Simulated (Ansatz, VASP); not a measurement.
# Two plane-wave programs on CoSi3

Contents of INCAR:

```
SYSTEM = CoSi3
ALGO = Normal
EDIFF = 1E-7
ENCUT = 520
GGA = PE
ISIF = 2
ISMEAR = 0
LASPH = .TRUE.
LCHARG = .FALSE.
LREAL = .FALSE.
LWAVE = .FALSE.
NBANDS = 18
NELM = 60
PREC = Accurate
SIGMA = 0.1
```

Contents of KPOINTS:

```
k-points
0
G
  12 12 12
  0 0 0
```

File POSCAR:

```
CoSi3
1.0
    3.8290667387      0.0000000000      0.0000000000
    0.0000000000      3.8290667387      0.0000000000
    0.0000000000      0.0000000000      3.8290667387
Si Co
3 1
Direct
    0.0000000000      0.5000000000      0.5000000000
    0.5000000000      0.0000000000      0.5000000000
    0.5000000000      0.5000000000      0.0000000000
    0.0000000000      0.0000000000      0.0000000000
```

Input for Ansatz:

```yaml
crystal:
  lattice:
    - [3.8290667387, 0.0, 0.0]
    - [0.0, 3.8290667387, 0.0]
    - [0.0, 0.0, 3.8290667387]
  atoms:
    - { symbol: Si, position: [0.0, 0.5, 0.5] }
    - { symbol: Si, position: [0.5, 0.0, 0.5] }
    - { symbol: Si, position: [0.5, 0.5, 0.0] }
    - { symbol: Co, position: [0.0, 0.0, 0.0] }
basis:
  ecutwfc: 420
kpoints:
  mp_grid: { grid: [12, 12, 12] }
hamiltonian:
  xc: pbe
scf:
  occupations: { method: gaussian, width: 0.1 }
  lower_state_search: "off"
output:
  forces: true
  stress: true
  eigenvalues: true
```

Alike in both runs: task single point; functional PBE; k mesh 12 × 12 × 12; occupations gaussian, width 0.1 eV; no spin polarisation.

```csv
,VASP,Ansatz
version,VASP 6.6.1,Ansatz 0.2.0
potentials or method,"VASP PAW PBE potentials, release 64 (Si, Co)","scalar-relativistic, plane waves, PAW"
plane-wave cutoff (eV),520,420
valence electrons in the cell,21,29
```

|  | VASP | Ansatz | Ansatz less VASP |
| --- | --- | --- | --- |
| gap on the k mesh at the Fermi level (eV) | none | none | - |
| pressure (GPa) | -11.0 | -11.1 | -0.02 |

A gap of «none» marks a metal or a gap that the smearing closes. The two sets of potentials don't hold the same shells in valence.

Spin polarisation is off, so any magnetic state and its effect on volume and gap are missing.
